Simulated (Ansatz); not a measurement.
# Random displacements in ZnS

Method: DFT r2SCAN, scalar-relativistic, plane waves, PAW (Ansatz). The runs took a 500 eV cutoff, a Γ-centred 4×4×4 mesh and Gaussian smearing (0.05 eV). No spin polarisation. Energies are free energies at this smearing, counted from the undisturbed cell; pressure is positive in compression.

The starting cell (as given, not relaxed at this level):

```
CELL_PARAMETERS angstrom
5.40930 0.00000 0.00000
0.00000 -5.40930 0.00000
0.00000 0.00000 -5.40930
ATOMIC_POSITIONS crystal
Zn 0.00000 0.50000 0.50000
Zn 0.50000 0.00000 0.50000
Zn 0.50000 0.50000 0.00000
Zn 0.00000 0.00000 0.00000
S 0.75000 0.75000 0.75000
S 0.25000 0.25000 0.75000
S 0.25000 0.75000 0.25000
S 0.75000 0.25000 0.25000
```

The atoms are displaced (Å, in the unstrained cell):

| atom | ux | uy | uz |
| --- | --- | --- | --- |
| Zn1 | 0.007 | 0.019 | 0.013 |
| Zn2 | 0.027 | -0.002 | 0.024 |
| Zn3 | -0.037 | 0.043 | -0.074 |
| Zn4 | -0.002 | -0.019 | 0.006 |
| S5 | -0.021 | -0.025 | 0.000 |
| S6 | 0.031 | 0.026 | -0.017 |
| S7 | 0.005 | -0.030 | -0.002 |
| S8 | -0.010 | -0.012 | 0.050 |

Strain (Voigt, engineering shear): (-0.0039, -0.0152, -0.0130, -0.0146, -0.0157, 0.0424).

(1) What are the energy change, the stress and the forces?

Results:

(1) ΔE = 18.8 meV/atom; stress (xx, yy, zz, yz, xz, xy; compression positive) (1.80, 2.22, 2.05, 1.17, 0.61, -2.88) GPa; gap on the mesh 2.65 eV.
```tsv
atom	Fx (eV/Å)	Fy	Fz
Zn1	0.02	-0.10	-0.46
Zn2	0.10	0.06	-0.42
Zn3	0.19	-0.44	0.28
Zn4	0.04	0.31	-0.11
S5	0.01	0.40	0.16
S6	-0.25	-0.33	0.58
S7	-0.30	0.12	0.21
S8	0.20	-0.03	-0.26
```

Cost: 1 run of about 1.4 core-minutes, on Arm Neoverse V1 (shared hosts).